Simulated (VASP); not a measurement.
# Mo (Im-3m) in VASP: settings compared

One crystal, Mo, is run at these levels: r2SCAN, PBE; tasks: single point.

Everything below comes from runs of VASP 6.6.1. Logs are shortened: lines on timing, memory, paths and dates and some standing lists are left out, and cuts for length are marked.

## 1. The crystal as given

The structure is cubic, space group Im-3m (No. 229). The conventional cell has a = 3.168 Å, b = 3.168 Å, c = 3.168 Å, α = 90.00°, β = 90.00°, γ = 90.00°. Mo (site symmetry m-3m) has 8 Mo at 2.74 Å as nearest neighbours.

## 2. Single point, r2SCAN

Contents of INCAR:

```
SYSTEM = Mo
  PREC = Accurate
  ENCUT = 520
  EDIFF = 1E-6
  ISMEAR = -1
  SIGMA = 0.05
  LREAL = .False.
  LASPH = .True.
  NELM = 80
  ALGO = Normal
  ISIF = 2
  LWAVE = .False.
  LCHARG = .False.
  METAGGA = R2SCAN
  LMIXTAU = .True.
  NBANDS = 13
```

Contents of KPOINTS:

```
Automatic mesh
0
Gamma
  12 12 12
  0 0 0
```

Contents of POSCAR:

```
Mo
1.0
   -1.5838089719      1.5838089719      1.5838089719
    1.5838089719     -1.5838089719      1.5838089719
    1.5838089719      1.5838089719     -1.5838089719
Mo
1
Direct
    0.0000000000      0.0000000000      0.0000000000
```

Potentials or basis: VASP PAW PBE potentials, release 64 (Mo_sv).

Launch:

```console
> cat potpaw_PBE.64/Mo_sv/POTCAR > POTCAR
> mpirun -np 1 vasp_std > vasp.out
```

OUTCAR:

```text
SYSTEM = Mo
   PREC = Accurate
   ENCUT = 520
   EDIFF = 1E-6
   ISMEAR = -1
   LREAL = .False.
   LASPH = .True.
   NELM = 80
   ISIF = 2
   METAGGA = R2SCAN

 ion  position               nearest neighbor table
   1  0.000  0.000  0.000-

  LATTYP: Found a body centered cubic cell.
 ALAT       =     3.1676179438

  Lattice vectors:

 A1 = (  -1.5838089719,   1.5838089719,   1.5838089719)
 A2 = (   1.5838089719,  -1.5838089719,   1.5838089719)
 A3 = (   1.5838089719,   1.5838089719,  -1.5838089719)

Analysis of symmetry for initial positions (statically):
=====================================================================
 Subroutine PRICEL returns:
 Original cell was already a primitive cell.

 Routine SETGRP: Setting up the symmetry group for a
 body centered cubic supercell.

 Subroutine GETGRP returns: Found 48 space group operations
 (whereof 48 operations were pure point group operations)
 out of a pool of 48 trial point group operations.

The static configuration has the point symmetry O_h .

Analysis of symmetry for dynamics (positions and initial velocities):
=====================================================================
 Subroutine PRICEL returns:
 Original cell was already a primitive cell.

 Routine SETGRP: Setting up the symmetry group for a
 body centered cubic supercell.

 Subroutine GETGRP returns: Found 48 space group operations
 (whereof 48 operations were pure point group operations)
 out of a pool of 48 trial point group operations.

The dynamic configuration has the point symmetry O_h .

 Subroutine INISYM returns: Found 48 space group operations
 (whereof 48 operations are pure point group operations),
 and found     1 'primitive' translations

----------------------------------------------------------------------------------------

                                     Primitive cell

  volume of cell :      15.8916

  direct lattice vectors                    reciprocal lattice vectors
    -1.583808972  1.583808972  1.583808972     0.000000000  0.315694638  0.315694638
     1.583808972 -1.583808972  1.583808972     0.315694638  0.000000000  0.315694638
     1.583808972  1.583808972 -1.583808972     0.315694638  0.315694638  0.000000000

  length of vectors
     2.743237609  2.743237609  2.743237609     0.446459639  0.446459639  0.446459639

  position of ions in fractional coordinates (direct lattice)
     0.000000000  0.000000000  0.000000000

  ion indices of the primitive-cell ions
   primitive index   ion index
                 1           1

----------------------------------------------------------------------------------------

 KPOINTS: Automatic mesh

Automatic generation of k-mesh.
 Grid dimensions read from file:
 generate k-points for:   12   12   12

 Generating k-lattice:

  Cartesian coordinates                     Fractional coordinates (reciprocal lattice)
     0.000000000  0.026307886  0.026307886     0.083333333  0.000000000  0.000000000
     0.026307886  0.000000000  0.026307886     0.000000000  0.083333333  0.000000000
     0.026307886  0.026307886  0.000000000     0.000000000  0.000000000  0.083333333

  Length of vectors
     0.037204970  0.037204970  0.037204970

  Shift w.r.t. Gamma in fractional coordinates (k-lattice)
     0.000000000  0.000000000  0.000000000

 Subroutine IBZKPT returns following result:
 ===========================================

 Found     72 irreducible k-points:

 Following reciprocal coordinates:
            Coordinates               Weight
  0.000000  0.000000  0.000000      1.000000
  0.083333  0.000000  0.000000     12.000000
  0.166667  0.000000  0.000000     12.000000
  0.250000  0.000000  0.000000     12.000000
  0.333333  0.000000  0.000000     12.000000
  0.416667  0.000000  0.000000     12.000000
[... 16 lines left out ...]
  0.333333  0.083333  0.083333     24.000000
  0.416667  0.083333  0.083333     12.000000
 [... further k-points ...]
   k-points           NKPTS =     72   k-points in BZ     NKDIM =     72   number of bands    NBANDS=     13
   number of dos      NEDOS =    301   number of ions     NIONS =      1
   total plane-waves  NPLWV =   8000
   dimension x,y,z NGX =    20 NGY =   20 NGZ =   20
   dimension x,y,z NGXF=    40 NGYF=   40 NGZF=   40
   ions per type =               1
   NGX,Y,Z   is equivalent  to a cutoff of  12.12, 12.12, 12.12 a.u.
   NGXF,Y,Z  is equivalent  to a cutoff of  24.24, 24.24, 24.24 a.u.
 SYSTEM =  Mo
   PREC   = accura    normal or accurate (medium, high low for compatibility)
   ISTART =      0    job   : 0-new  1-cont  2-samecut
   ICHARG =      2    charge: 1-file 2-atom 10-const
   ISPIN  =      1    spin polarized calculation?
   LNONCOLLINEAR =      F non collinear calculations
   LSORBIT =      F    spin-orbit coupling
   LASPH  =      T    aspherical Exc in radial PAW
   ENCUT  =  520.0 eV  38.22 Ry    6.18 a.u.   5.10  5.10  5.10*2*pi/ulx,y,z
   NELM   =     80;   NELMIN=  2; NELMDL= -5     # of ELM steps
   EDIFF  = 0.1E-05   stopping-criterion for ELM
   LREAL  =      F    real-space projection
   EDIFFG = 0.1E-04   stopping-criterion for IOM
   NSW    =      0    number of steps for IOM
   IBRION =     -1    ionic relax: 0-MD 1-quasi-New 2-CG
   NFREE  =      0    steps in history (QN), initial steepest desc. (CG)
   ISIF   =      2    stress and relaxation
   ISYM   =      2    0-nonsym 1-usesym 2-fastsym
   POTIM  = 0.5000    time-step for ionic-motion
   TEBEG  =    0.0;   TEEND  =   0.0 temperature during run
   PSTRESS=    0.0 pullay stress
   NELECT =      14.0000    total number of electrons
   NUPDOWN=      -1.0000    fix difference up-down
   EMIN   =  10.00;   EMAX   =-10.00  energy-range for DOS
   EFERMI =   0.00;   METHOD = LEGACY
   ISMEAR =    -1;   SIGMA  =   0.05  broadening in eV -4-tet -1-fermi 0-gaus
   EFERMI_NEDOS =   21; number of points for ismear=-14 and -15
   IALGO  =     38    algorithm
   IMIX   =      4    mixing-type and parameters
     AMIX     =   0.40;   BMIX     =  1.00
     AMIX_MAG =   1.60;   BMIX_MAG =  1.00
  volume/ion in A,a.u.               =      15.89       107.24
  Fermi-wavevector in a.u.,A,eV,Ry     =   1.569380  2.965698 33.510508  2.462953
  Thomas-Fermi vector in A             =   2.671271
   LORBIT       =      0    0 simple, 1 ext, 2 COOP (PROOUT), +10 PAW based schemes
   METAGGA = R2SCAN    functional components
   LHFCALC =     F    Hartree Fock is set to
   AEXX    =    0.0000 exact exchange contribution
   IVDW    =     0    specifies the selected vdW correction
   LEPSILON=     F    determine dielectric tensor
   LRPA    =     F    only Hartree local field effects (RPA)
 non-spin polarized calculation
  energy-cutoff  :      520.00
  volume of cell :       15.89
 maximum number of plane-waves:       442
   NGX = 11   NGY = 11   NGZ = 11

 number of electron      14.0000005 magnetization

 Free energy of the ion-electron system (eV)
  ---------------------------------------------------
  ext. energy  EPLUGINS =         0.00000000
  ---------------------------------------------------
  free energy    TOTEN  =       -26.09389552 eV

  energy without entropy =      -26.09127167  energy(sigma->0) =      -26.09258360

 E-fermi :  12.2772     XC(G=0): -14.5313

 val. band max:       12.2339705406   @ k =   0.5000   0.5000   0.0833
 cond. band min:      12.2816752177   @ k =  -0.3333   0.3333   0.2500
 fundamental gap:      0.0477046771
 Fermi energy:        12.2772495028

 k-point     1 :       0.0000    0.0000    0.0000
  band No.  band energies     occupation
      1     -50.9326      2.00000
      2     -23.4437      2.00000
      3     -23.4437      2.00000
      4     -23.4437      2.00000
      5       4.6758      2.00000
      6      10.8942      2.00000
      7      10.8942      2.00000
      8      10.8942      2.00000
      9      14.1752      0.00000
     10      14.1752      0.00000
     11      27.7556      0.00000
     12      27.7556      0.00000
     13      27.7556      0.00000

 k-point     2 :       0.0833    0.0000    0.0000
  band No.  band energies     occupation
      1     -50.9146      2.00000
      2     -23.5462      2.00000
      3     -23.4752      2.00000
      4     -23.4444      2.00000
      5       4.9900      2.00000
      6      10.7177      2.00000
      7      10.8591      2.00000
      8      11.1882      2.00000
      9      13.9267      0.00000
     10      14.1788      0.00000
     11      27.9761      0.00000
     12      28.2855      0.00000
     13      28.3280      0.00000

 k-point     3 :       0.1667    0.0000    0.0000
  band No.  band energies     occupation
      1     -50.8651      2.00000
      2     -23.8207      2.00000
      3     -23.5604      2.00000
      4     -23.4464      2.00000
      5       5.8234      2.00000
      6      10.2690      2.00000
      7      10.7032      2.00000
      8      12.0417      1.98215
      9      13.5659      0.00000
     10      14.2144      0.00000
     11      28.2720      0.00000
     12      29.3175      0.00000
     13      29.7793      0.00000
[... 305 lines left out ...]
 k-point    23 :       0.3333    0.0833    0.0833
  band No.  band energies     occupation
      1     -50.6693      2.00000
      2     -24.7188      2.00000
      3     -23.9210      2.00000
      4     -23.5475      2.00000
      5       7.4942      2.00000
      6       8.8567      2.00000
      7      11.8014      1.99985
      8      14.2377      0.00000
      9      14.7767      0.00000
     10      18.0257      0.00000
     11      24.7237      0.00000
     12      25.7232      0.00000
     13      29.4557      0.00000

 k-point    24 :       0.4167    0.0833    0.0833
  band No.  band energies     occupation
      1     -50.6526      2.00000
      2     -24.7810      2.00000
      3     -23.9663      2.00000
      4     -23.5505      2.00000
      5       7.3790      2.00000
      6       8.7647      2.00000
      7      12.4917      0.02706
      8      14.3142      0.00000
      9      14.8610      0.00000
     10      18.7509      0.00000
     11      23.7210      0.00000
     12      25.3093      0.00000
     13      28.9031      0.00000

 [... further k-points ...]

------------------------ aborting loop because EDIFF is reached ----------------------------------------

  FORCE on cell =-STRESS in cart. coord.  units (eV):
  Direction    XX          YY          ZZ          XY          YZ          ZX
  --------------------------------------------------------------------------------------
  -------------------------------------------------------------------------------------
  Total       -0.3411789     -0.3411789     -0.3411789     -0.0000000     -0.0000000      0.0000000
  in kB      -34.3973030    -34.3973030    -34.3973030     -0.0000000     -0.0000000      0.0000000
  external PRESSURE =     -34.3973030 kB  Pullay stress =       0.0000000 kB

 VOLUME and BASIS-vectors are now :
 -----------------------------------------------------------------------------
  energy-cutoff  :      520.00
  volume of cell :       15.89
      direct lattice vectors                 reciprocal lattice vectors
    -1.583808972  1.583808972  1.583808972     0.000000000  0.315694638  0.315694638
     1.583808972 -1.583808972  1.583808972     0.315694638  0.000000000  0.315694638
     1.583808972  1.583808972 -1.583808972     0.315694638  0.315694638  0.000000000

 POSITION                                       TOTAL-FORCE (eV/Angst)
 -----------------------------------------------------------------------------------
      0.00000      0.00000      0.00000         0.000000      0.000000     -0.000000
 -----------------------------------------------------------------------------------
    total drift:                                0.000000     -0.000000      0.000000

  FREE ENERGIE OF THE ION-ELECTRON SYSTEM (eV)
  ---------------------------------------------------
  free  energy   TOTEN  =       -26.0938955213 eV

  energy  without entropy=      -26.0912716695  energy(sigma->0) =      -26.09258360
```

Run time: 31 s. Hardware: 1 thread of Intel Xeon 6975P-C (Granite Rapids), shared host; peak memory 0.11 GiB.

What came out:

```
Free energy            : -26.0939 eV
Pressure               : -3.4 GPa
Band gap on the k mesh : none (metal or under the smearing width)
```

Caveat: the PAW data sets were made with another functional, which shifts forces and pressure a little.

## 3. Single point, PBE

Contents of INCAR:

```
ADDGRID = F
ALGO = Normal
EDIFF = 1E-8
ENCUT = 900
GGA = PE
ISIF = 2
ISMEAR = 1
LASPH = T
LCHARG = F
LREAL = F
LWAVE = F
NBANDS = 13
NELM = 100
PREC = Accurate
SIGMA = 0.1
```

Contents of KPOINTS:

```
k-points
0
Gamma
  18 18 18
```

POSCAR is that of step 2.

Potentials or basis: VASP PAW PBE potentials, release 64 (Mo_sv).

Launch:

```console
> cat potpaw_PBE.64/Mo_sv/POTCAR > POTCAR
> mpirun -np 1 vasp_std > vasp.out
```

Wall time 63 s (1 thread of Intel Xeon 6975P-C (Granite Rapids), shared host); peak memory 0.22 GiB.

The run converged. Its results:

* Free energy: -10.9333 eV
* Pressure: -1.2 GPa
* Band gap on the k mesh: none (metal or under the smearing width)

Levels at points of the mesh, in eV from the Fermi level:
```tsv
k point	band 3	band 4	band 5	band 6	band 7	band 8	band 9	band 10	band 11	band 12
(0.00, 0.00, 0.00)	-34.59	-34.59	-7.19	-1.34	-1.34	-1.34	1.62	1.62	14.80	14.80
(0.50, 0.00, 0.00)	-35.02	-34.60	-5.23	-3.33	1.56	1.64	2.26	4.62	11.39	11.92
(0.50, 0.50, 0.50)	-35.51	-35.51	-5.32	-5.32	3.88	3.88	3.88	8.93	8.93	8.93
```
